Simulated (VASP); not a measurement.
ZrSiO4 (Zircon), 12 atoms in the cell. It takes space group I4_1/amd (No. 141, tetragonal). Conventional cell: a = 6.526 Å, b = 6.526 Å, c = 5.935 Å, α = 90.00°, β = 90.00°, γ = 90.00°. Zr (site symmetry -4m2) is surrounded by 8 O at 2.09 to 2.25 Å. Si (site symmetry -4m2) has 4 O at 1.62 Å as nearest neighbours. Around O (site symmetry m) lie 1 Si at 1.62 Å. 

```yaml
Program: VASP 6.6.1
Task: relaxation of cell and atoms
Functional: PBEsol
Potentials_or_basis: VASP PAW PBE potentials, release 64 (Zr_sv, Si, O)
Cutoff: 600 eV
k_mesh: 6 × 6 × 6
Occupations: gaussian, width 0.03 eV
Spin: no spin polarisation
Target_pressure: 8.46 GPa
Further_INCAR_settings: ALGO = Normal; EDIFF = 1e-07; IBRION = 2; EDIFFG = -0.005; NSW = 90; ISIF = 3
Target_pressure: 8.46 GPa
```

Potentials or basis: VASP PAW PBE potentials, release 64 (Zr_sv, Si, O).

Command:

```bash
$ cat potpaw_PBE.64/Zr_sv/POTCAR potpaw_PBE.64/Si/POTCAR potpaw_PBE.64/O/POTCAR > POTCAR
$ mpirun -np 4 vasp_std > vasp.out
```

Hardware: 4 MPI ranks on Intel(R) Xeon(R) Platinum 8488C (Sapphire Rapids) (shared host).

Task: Estimate the wall time of this run.

Result: It took 4.3 min on 4 MPI ranks on Intel(R) Xeon(R) Platinum 8488C (Sapphire Rapids), on a shared host, peak memory 0.44 GiB a rank. Counts: scf iterations 33, k points 30, ion steps 3.
